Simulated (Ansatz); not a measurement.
# Br: equation of state with BLYP

Br:

```
Br
1.0
    -1.44844    1.40828    3.49134
     1.42422   -1.48416    3.51190
     1.44376    1.47948   -3.52153
Br
1
Direct
  0.00000 0.00000 0.00000
```

* Program: Ansatz 0.2.0
* Task: equation of state
* Functional: BLYP
* Potentials or basis: all-electron LAPW, scalar-relativistic
* Basis error allowed: 0.001 eV/atom
* k mesh: 13 × 13 × 13
* Occupations: tetrahedron
* Spin: no spin polarisation

| Property | Result |
| --- | --- |
| Equilibrium volume | 32.06 Å³/atom (rough: see the caveat) |
| Bulk modulus at fixed shape and positions | 26 GPa (rough) |

Energy against volume, from the lowest point:
| volume (Å³/atom) | energy (meV/atom) |
| --- | --- |
| 27.257 | 75.74 |
| 27.837 | 54.84 |
| 28.417 | 37.76 |
| 28.997 | 24.08 |
| 29.577 | 13.43 |
| 30.157 | 5.50 |
| 30.737 | 0.00 |

All runs of the series together: 8.4 min on 1 thread of Arm Neoverse V2, with other jobs on the host.

Caveat: the minimum lies outside the volumes run; the cell was scaled at fixed shape and fractional positions, which overstates the stiffness of a crystal with free parameters, most of all of layers and chains; with tetrahedron occupations forces and stress needn't match the slope of the energy.
